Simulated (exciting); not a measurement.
# MgS (Niningerite) (Fm-3m) in exciting: settings compared

The runs below take MgS (Niningerite) through band structure, density of states, with LDA, PBE, TPSS+TS.

Everything below comes from runs of exciting (release sodium). Logs are shortened: lines on timing, memory, paths and dates and some standing lists are left out, and cuts for length are marked.

## 1. Starting point

The structure is cubic, space group Fm-3m (No. 225). The conventional cell has a = 5.203 Å, b = 5.203 Å, c = 5.203 Å, α = 90.00°, β = 90.00°, γ = 90.00°. S (site symmetry m-3m) has 6 Mg at 2.60 Å as nearest neighbours. Mg (site symmetry m-3m) has 6 S at 2.60 Å as nearest neighbours.

## 2. Band structure, LDA

run_exciting.py

```python
import subprocess
import xml.etree.ElementTree as ET
from ase.io import read
from ase.units import Bohr

atoms = read("MgS.cif")
import spglib
from ase import Atoms
cell, positions, numbers = spglib.find_primitive((atoms.cell[:], atoms.get_scaled_positions(), atoms.numbers), symprec=1e-5)
atoms = Atoms(numbers, cell=cell, scaled_positions=positions, pbc=True)
rmt = {'S': 1.9, 'Mg': 2.0}  # bohr
tasks = """
<groundstate do="fromscratch" ngridk="9 9 9" rgkmax="6.5" gmaxvr="14" lmaxapw="10" lmaxmat="10" lmaxvr="8" xctype="LDA_PW" stype="Fermi Dirac" swidth="0.00183747" nempty="10" ValenceRelativity="iora*" epsengy="1e-05" epspot="1e-05" maxscl="60" outputlevel="normal"/>
<properties>
  <bandstructure>
    <plot1d>
      <path steps="80">
        <point coord="0 0 0" label="G"/>
        <point coord="0.5 0 0.5" label="X"/>
        <point coord="0.5 0.25 0.75" label="W"/>
        <point coord="0.375 0.375 0.75" label="K"/>
        <point coord="0 0 0" label="G"/>
        <point coord="0.5 0.5 0.5" label="L"/>
        <point coord="0.625 0.25 0.625" label="U"/>
        <point coord="0.5 0.25 0.75" label="W"/>
        <point coord="0.5 0.5 0.5" label="L"/>
        <point coord="0.375 0.375 0.75" label="K" breakafter="true"/>
        <point coord="0.625 0.25 0.625" label="U"/>
        <point coord="0.5 0 0.5" label="X"/>
      </path>
    </plot1d>
  </bandstructure>
  <dos nwdos="300" winddos="-0.6 0.5" inttype="tetra" ngrdos="100" nsmdos="0"/>
</properties>
"""

root = ET.Element("input")
ET.SubElement(root, "title").text = "MgS"
structure = ET.SubElement(root, "structure", speciespath="./", tshift="false")
crystal = ET.SubElement(structure, "crystal", scale="1.0")
for vector in atoms.cell / Bohr:
    ET.SubElement(crystal, "basevect").text = " ".join(f"{x:.12f}" for x in vector)
symbols = atoms.get_chemical_symbols()
for element in dict.fromkeys(symbols):
    species = ET.SubElement(structure, "species", speciesfile=element + ".xml", rmt=str(rmt[element]))
    for symbol, position in zip(symbols, atoms.get_scaled_positions(wrap=False)):
        if symbol == element:
            ET.SubElement(species, "atom", coord=" ".join(f"{x:.12f}" for x in position))
root.extend(ET.fromstring("<tasks>" + tasks + "</tasks>"))
ET.indent(root)
ET.ElementTree(root).write("input.xml")
subprocess.run(["exciting_smp"], check=True)
```

MgS.cif

```cif
data_MgS
_cell_length_a 5.20330000
_cell_length_b 5.20330000
_cell_length_c 5.20330000
_cell_angle_alpha 90.00000000
_cell_angle_beta 90.00000000
_cell_angle_gamma 90.00000000
_space_group_name_H-M_alt 'Fm-3m'
_space_group_name_Hall '-F 4 2 3'
_space_group_IT_number 225
loop_
_space_group_symop_operation_xyz
'x,y,z'
'-x,-y,-z'
'-y,x,z'
'y,-x,-z'
'-x,-y,z'
'x,y,-z'
'y,-x,z'
'-y,x,-z'
'x,-y,-z'
'-x,y,z'
'-y,-x,-z'
'y,x,z'
'-x,y,-z'
'x,-y,z'
'y,x,-z'
'-y,-x,z'
'z,x,y'
'-z,-x,-y'
'z,-y,x'
'-z,y,-x'
'z,-x,-y'
'-z,x,y'
'z,y,-x'
'-z,-y,x'
'-z,x,-y'
'z,-x,y'
'-z,-y,-x'
'z,y,x'
'-z,-x,y'
'z,x,-y'
'-z,y,x'
'z,-y,-x'
'y,z,x'
'-y,-z,-x'
'x,z,-y'
'-x,-z,y'
'-y,z,-x'
'y,-z,x'
'-x,z,y'
'x,-z,-y'
'-y,-z,x'
'y,z,-x'
'-x,-z,-y'
'x,z,y'
'y,-z,-x'
'-y,z,x'
'x,-z,y'
'-x,z,-y'
'x,y+1/2,z+1/2'
'-x,-y+1/2,-z+1/2'
'-y,x+1/2,z+1/2'
'y,-x+1/2,-z+1/2'
[... 63 lines left out ...]
'-z+1/2,y,-x+1/2'
'z+1/2,-x,-y+1/2'
'-z+1/2,x,y+1/2'
'z+1/2,y,-x+1/2'
'-z+1/2,-y,x+1/2'
'-z+1/2,x,-y+1/2'
'z+1/2,-x,y+1/2'
'-z+1/2,-y,-x+1/2'
'z+1/2,y,x+1/2'
'-z+1/2,-x,y+1/2'
'z+1/2,x,-y+1/2'
'-z+1/2,y,x+1/2'
'z+1/2,-y,-x+1/2'
'y+1/2,z,x+1/2'
'-y+1/2,-z,-x+1/2'
'x+1/2,z,-y+1/2'
'-x+1/2,-z,y+1/2'
'-y+1/2,z,-x+1/2'
'y+1/2,-z,x+1/2'
'-x+1/2,z,y+1/2'
'x+1/2,-z,-y+1/2'
'-y+1/2,-z,x+1/2'
'y+1/2,z,-x+1/2'
'-x+1/2,-z,-y+1/2'
'x+1/2,z,y+1/2'
'y+1/2,-z,-x+1/2'
'-y+1/2,z,x+1/2'
'x+1/2,-z,y+1/2'
'-x+1/2,z,-y+1/2'
'x+1/2,y+1/2,z'
'-x+1/2,-y+1/2,-z'
'-y+1/2,x+1/2,z'
'y+1/2,-x+1/2,-z'
'-x+1/2,-y+1/2,z'
'x+1/2,y+1/2,-z'
'y+1/2,-x+1/2,z'
'-y+1/2,x+1/2,-z'
'x+1/2,-y+1/2,-z'
'-x+1/2,y+1/2,z'
'-y+1/2,-x+1/2,-z'
'y+1/2,x+1/2,z'
'-x+1/2,y+1/2,-z'
'x+1/2,-y+1/2,z'
'y+1/2,x+1/2,-z'
'-y+1/2,-x+1/2,z'
'z+1/2,x+1/2,y'
'-z+1/2,-x+1/2,-y'
'z+1/2,-y+1/2,x'
'-z+1/2,y+1/2,-x'
'z+1/2,-x+1/2,-y'
'-z+1/2,x+1/2,y'
'z+1/2,y+1/2,-x'
'-z+1/2,-y+1/2,x'
'-z+1/2,x+1/2,-y'
'z+1/2,-x+1/2,y'
'-z+1/2,-y+1/2,-x'
'z+1/2,y+1/2,x'
'-z+1/2,-x+1/2,y'
'z+1/2,x+1/2,-y'
'-z+1/2,y+1/2,x'
'z+1/2,-y+1/2,-x'
'y+1/2,z+1/2,x'
'-y+1/2,-z+1/2,-x'
'x+1/2,z+1/2,-y'
'-x+1/2,-z+1/2,y'
'-y+1/2,z+1/2,-x'
'y+1/2,-z+1/2,x'
'-x+1/2,z+1/2,y'
'x+1/2,-z+1/2,-y'
'-y+1/2,-z+1/2,x'
'y+1/2,z+1/2,-x'
'-x+1/2,-z+1/2,-y'
'x+1/2,z+1/2,y'
'y+1/2,-z+1/2,-x'
'-y+1/2,z+1/2,x'
'x+1/2,-z+1/2,y'
'-x+1/2,z+1/2,-y'
loop_
_atom_site_label
_atom_site_type_symbol
_atom_site_symmetry_multiplicity
_atom_site_Wyckoff_symbol
_atom_site_fract_x
_atom_site_fract_y
_atom_site_fract_z
_atom_site_occupancy
S1 S 4 b 0.5000000000 0.0000000000 0.0000000000 1
Mg1 Mg 4 a 0.0000000000 0.0000000000 0.0000000000 1
```

Potentials or basis: all-electron LAPW+lo, shipped species files with second energy derivatives, valence relativity iora*.

Run with:

```
> OMP_NUM_THREADS=1 python run_exciting.py
```

What it wrote:

```text
================================================================================
EXCITING SODIUM started
[... 10 lines left out ...]

 Lattice vectors (cartesian) :
      0.0000000000      4.9164059753      4.9164059753
      4.9164059753      0.0000000000      4.9164059753
      4.9164059753      4.9164059753      0.0000000000

 Reciprocal lattice vectors (cartesian) :
     -0.6390018785      0.6390018785      0.6390018785
      0.6390018785     -0.6390018785      0.6390018785
      0.6390018785      0.6390018785     -0.6390018785

 Unit cell volume                           :     237.6693668181
 Brillouin zone volume                      :       1.0436776803

 Species :    1 (S)
     parameters loaded from                 :    S.xml
     name                                   :    sulphur
     nuclear charge                         :     -16.00000000
     electronic charge                      :      16.00000000
     atomic mass                            :   58452.74216000
     muffin-tin radius                      :       1.90000000
     # of radial points in muffin-tin       :     300

     atomic positions (lattice) :
       1 :   0.50000000  0.50000000  0.50000000

 Species :    2 (Mg)
     parameters loaded from                 :    Mg.xml
     name                                   :    magnesium
     nuclear charge                         :     -12.00000000
     electronic charge                      :      12.00000000
     atomic mass                            :   44305.30463000
     muffin-tin radius                      :       2.00000000
     # of radial points in muffin-tin       :     300

     atomic positions (lattice) :
       1 :   0.00000000  0.00000000  0.00000000

 Total number of atoms per unit cell        :       2

 Spin treatment                             :    spin-unpolarised

 Number of Bravais lattice symmetries       :      48
 Number of crystal symmetries               :      48

 k-point grid                               :       9    9    9
 Total number of k-points                   :      35
 k-point set is reduced with crystal symmetries

 R^MT_min * |G+k|_max (rgkmax)              :       6.50000000
 Species with R^MT_min                      :       1 (S)
 Maximum |G+k| for APW functions            :       3.42105263
 Maximum |G| for potential and density      :      14.00000000

 G-vector grid sizes                        :      32    32    32
 Total number of G-vectors                  :   11017

 Maximum angular momentum used for
     APW functions                          :      10
     computing H and O matrix elements      :      10
     potential and density                  :       8
     inner part of muffin-tin               :       2

 Total nuclear charge                       :     -28.00000000
 Total electronic charge                    :      28.00000000
 Total core charge                          :      12.00000000
 Total valence charge                       :      16.00000000

 Number of empty states                     :      10
 Total number of valence states             :      19

 Maximum Hamiltonian size                   :     213
 Maximum number of plane-waves              :     169
 Total number of local-orbitals             :      44

 Exchange-correlation type                  :       3
     Perdew-Wang, Phys. Rev. B 45, 13244 (1992)

 Smearing scheme                            :    Fermi-Dirac
[... 19 lines left out ...]
+ SCF iteration number :    1                                                  +
++++++++++++++++++++++++++++++++++++++++++++++++++++++++++++++++++++++++++++++++
 Total energy                               :      -598.82883664
 _______________________________________________________________
 Fermi energy                               :         0.18653790
 Kinetic energy                             :       598.43078957
 Coulomb energy                             :     -1157.08811020
 Exchange energy                            :       -38.01176737
 Correlation energy                         :        -2.15974864

 DOS at Fermi energy (states/Ha/cell)       :         0.00000000

 Electron charges :
     core                                   :        12.00000000
     core leakage                           :         0.00052359
     valence                                :        16.00000000
     interstitial                           :         3.94340452
     charge in muffin-tin spheres :
                  atom     1     S          :        13.83279162
                  atom     2    Mg          :        10.22380386
     total charge in muffin-tins            :        24.05659548
     total charge                           :        28.00000000

 Estimated fundamental gap                  :         0.13540451
        valence-band maximum at    1      0.0000  0.0000  0.0000
     conduction-band minimum at   24      0.4444  0.4444  0.0000

++++++++++++++++++++++++++++++++++++++++++++++++++++++++++++++++++++++++++++++++
+ SCF iteration number :    2                                                  +
++++++++++++++++++++++++++++++++++++++++++++++++++++++++++++++++++++++++++++++++
 Total energy                               :      -597.98527598
 _______________________________________________________________
 Fermi energy                               :         0.19426772
 Kinetic energy                             :       598.83586293
 Coulomb energy                             :     -1156.69618672
 Exchange energy                            :       -37.96729601
 Correlation energy                         :        -2.15765618
[... 291 lines left out ...]
 Electron charges :
     core                                   :        12.00000000
     core leakage                           :         0.00052997
     valence                                :        16.00000000
     interstitial                           :         4.11255702
     charge in muffin-tin spheres :
                  atom     1     S          :        13.60892779
                  atom     2    Mg          :        10.27851520
     total charge in muffin-tins            :        23.88744298
     total charge                           :        28.00000000

 Estimated fundamental gap                  :         0.09911846
        valence-band maximum at    1      0.0000  0.0000  0.0000
     conduction-band minimum at   24      0.4444  0.4444  0.0000

 RMS change in effective potential (target) :  0.165394E-09  ( 0.100000E-04)
 Absolute change in total energy   (target) :  0.275529E-07  ( 0.100000E-04)
 Charge distance                   (target) :  0.177358E-09  ( 0.100000E-04)

++++++++++++++++++++++++++++++++++++++++++++++++++++++++++++++++++++++++++++++++
| Convergency criteria checked for the last 2 iterations                       +
| Convergence targets achieved. Performing final SCF iteration                 +
++++++++++++++++++++++++++++++++++++++++++++++++++++++++++++++++++++++++++++++++
 Total energy                               :      -597.63471169
 _______________________________________________________________
 Fermi energy                               :         0.20024866
 Kinetic energy                             :       598.93670495
 Coulomb energy                             :     -1156.48071306
 Exchange energy                            :       -37.93478938
 Correlation energy                         :        -2.15591420

 DOS at Fermi energy (states/Ha/cell)       :         0.00000000

 Electron charges :
     core                                   :        12.00000000
     core leakage                           :         0.00052997
     valence                                :        16.00000000
     interstitial                           :         4.11255702
     charge in muffin-tin spheres :
                  atom     1     S          :        13.60892779
                  atom     2    Mg          :        10.27851520
     total charge in muffin-tins            :        23.88744298
     total charge                           :        28.00000000

 Estimated fundamental gap                  :         0.09911846
        valence-band maximum at    1      0.0000  0.0000  0.0000
     conduction-band minimum at   24      0.4444  0.4444  0.0000

++++++++++++++++++++++++++++++++++++++++++++++++++++++++++++++++++++++++++++++++
[... 12 lines left out ...]
| EXCITING SODIUM stopped                                                      =
================================================================================
```

Wall time 37 s (1 thread of Arm Neoverse V1, shared host); peak memory 0.13 GiB.

What came out:

| Property | Result |
| --- | --- |
| Free energy | -16262.4690 eV |
| Band gap on the k mesh | 2.70 eV, indirect (least direct gap 3.48 eV) |
| Band gap along the path | 2.57 eV, indirect (least direct gap 3.48 eV) |
| All electrons inside the program's atomic spheres | S 13.61; Mg 10.28 (radii S 1.9, Mg 2.0 bohr) |

Levels at the corners of the path, in eV from the valence-band top:
| point | band 5 | band 6 | band 7 | band 8 | band 9 | band 10 | band 11 | band 12 |
| --- | --- | --- | --- | --- | --- | --- | --- | --- |
| Γ | -12.65 | 0.00 | 0.00 | 0.00 | 3.48 | 7.81 | 7.81 | 7.81 |
| X | -10.95 | -4.24 | -1.70 | -1.70 | 2.57 | 4.26 | 11.80 | 12.63 |
| W | -10.90 | -3.27 | -3.27 | -2.41 | 5.08 | 7.82 | 7.82 | 7.86 |
| K | -10.95 | -3.74 | -3.24 | -1.38 | 3.72 | 6.57 | 9.50 | 9.92 |
| Γ | -12.65 | 0.00 | 0.00 | 0.00 | 3.48 | 7.81 | 7.81 | 7.81 |
| L | -11.32 | -4.90 | -0.59 | -0.59 | 4.37 | 6.74 | 6.74 | 9.86 |
| U | -10.95 | -3.74 | -3.24 | -1.38 | 3.72 | 6.57 | 9.50 | 9.92 |
| W | -10.90 | -3.27 | -3.27 | -2.41 | 5.08 | 7.82 | 7.82 | 7.86 |
| L | -11.32 | -4.90 | -0.59 | -0.59 | 4.37 | 6.74 | 6.74 | 9.86 |
| K | -10.95 | -3.74 | -3.24 | -1.38 | 3.72 | 6.57 | 9.50 | 9.92 |
| U | -10.95 | -3.74 | -3.24 | -1.38 | 3.72 | 6.57 | 9.50 | 9.92 |
| X | -10.95 | -4.24 | -1.70 | -1.70 | 2.57 | 4.26 | 11.80 | 12.63 |

States per cell in windows of 1 eV (zero at the valence-band top; states under -8 eV left out):
| from (eV) | total |
| --- | --- |
| -8.0 | 0.00 |
| -7.0 | 0.00 |
| -6.0 | 0.00 |
| -5.0 | 0.59 |
| -4.0 | 1.25 |
| -3.0 | 0.98 |
| -2.0 | 1.80 |
| -1.0 | 1.39 |
| 0.0 | 0.00 |
| 1.0 | 0.00 |
| 2.0 | 0.03 |
| 3.0 | 0.25 |
| 4.0 | 0.92 |
| 5.0 | 1.20 |
| 6.0 | 1.30 |
| 7.0 | 1.54 |

Caveat: the mesh misses the band edges, which the band path finds closer together.

(Part 1 of 3 ends here.)
